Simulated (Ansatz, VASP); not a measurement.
## Two plane-wave programs on NaCl

The input INCAR:

```
SYSTEM = NaCl
PREC = Accurate
ENCUT = 520
EDIFF = 1E-6
ISMEAR = 0
SIGMA = 0.05
LREAL = .FALSE.
LASPH = .TRUE.
NELM = 100
ALGO = Normal
ISIF = 2
LWAVE = .FALSE.
LCHARG = .TRUE.
GGA = PS
LELF = .TRUE.
LVHAR = .TRUE.
NBANDS = 14
```

KPOINTS

```
Automatic mesh
0
G
  8 8 8
  0 0 0
```

Contents of POSCAR:

```
NaCl
1.0
    3.5021900000      0.0000000000      0.0000000000
    0.0000000000      3.5021900000      0.0000000000
    0.0000000000      0.0000000000      3.5021900000
Na Cl
1 1
Direct
    0.0000000000      0.0000000000      0.0000000000
    0.5000000000      0.5000000000      0.5000000000
```

Input for Ansatz:

```yaml
crystal:
  lattice:
    - [3.50219, 0.0, 0.0]
    - [0.0, 3.50219, 0.0]
    - [0.0, 0.0, 3.50219]
  atoms:
    - { symbol: Na, position: [0.0, 0.0, 0.0] }
    - { symbol: Cl, position: [0.5, 0.5, 0.5] }
basis:
  ecutwfc: 420
  ecutrho_ratio: 4
kpoints:
  mp_grid: { grid: [8, 8, 8] }
hamiltonian:
  xc: pbesol
scf:
  occupations: { method: gaussian, width: 0.05 }
output:
  forces: true
  stress: true
  eigenvalues: true
```

Measurements of this composition are mostly on another form, of space group No. 225.

Alike in both runs: task single point; functional PBEsol; k mesh 8 × 8 × 8; occupations gaussian, width 0.05 eV; no spin polarisation.

|  | VASP | Ansatz |
| --- | --- | --- |
| version | VASP 6.6.1 | Ansatz 0.2.0 |
| potentials or method | VASP PAW PBE potentials, release 64 (Na_pv, Cl) | scalar-relativistic, plane waves, PAW |
| plane-wave cutoff (eV) | 520 | 420 |
| valence electrons in the cell | 14 | 16 |

```csv
,VASP,Ansatz,Ansatz less VASP
gap on the k mesh at the Fermi level (eV),3.84,3.84,+0.003
least direct gap on the mesh (eV),4.34,4.34,+0.003
pressure (GPa),-1.2,-1.2,0.00
```

The two sets of potentials don't hold the same shells in valence.

Caveats: the PAW data sets were made with another functional, which shifts forces and pressure a little (VASP). A hybrid or GW would open this gap; PBEsol tends to underestimate it. A k mesh can miss the band edges.
